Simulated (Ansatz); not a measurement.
A run of Ansatz 0.2.0 is set up as follows.

File input.yaml:

```yaml
crystal:
  lattice:
    - [1.938694, -1.95319015, 0.0]
    - [1.938694, 1.95319015, 0.0]
    - [0.0, 0.0, 3.0994300413]
  atoms:
    - { symbol: Ni, position: [0.5, 0.5, 0.5], spin: 1.5 }
    - { symbol: Al, position: [0.0, 0.0, 0.0] }
hamiltonian:
  xc: pbesol
  pseudopotentials: { kind: paw }
magnetization:
  spin_polarized: true
  initial_magnetization: 1.5
  spin_locking: { lock_magnetization: hard }
kpoints:
  mp_grid: { grid: [8, 8, 7] }
scf:
  occupations: { method: fermi_dirac, width: 0.05 }
  lower_state_search: "off"
output:
  forces: true
  stress: true
  eigenvalues: true
  write_density: true
  write_potential: true
  elf: true
  volumetric_format: npy
```

Potentials or basis: Ansatz PAW.

Launch:

```bash
$ ansatz run input.yaml --threads 2 --pin off --max-ram 5632MiB --backend cpu --events-out ev --progress --plain --runs-dir out
```

Q: Estimate the pressure.

A: 11.3 GPa.

Stress tensor (GPa, compression positive):
```
13.39  0.00  0.00
 0.00 12.07  0.00
 0.00  0.00  8.47
```

Caveat: the total moment is fixed, so each spin has its own Fermi level; the PAW data sets come from PBE, with cores solved anew for the run's functional, which leaves a small shift of forces and pressure; the thresholds are loose for stress.
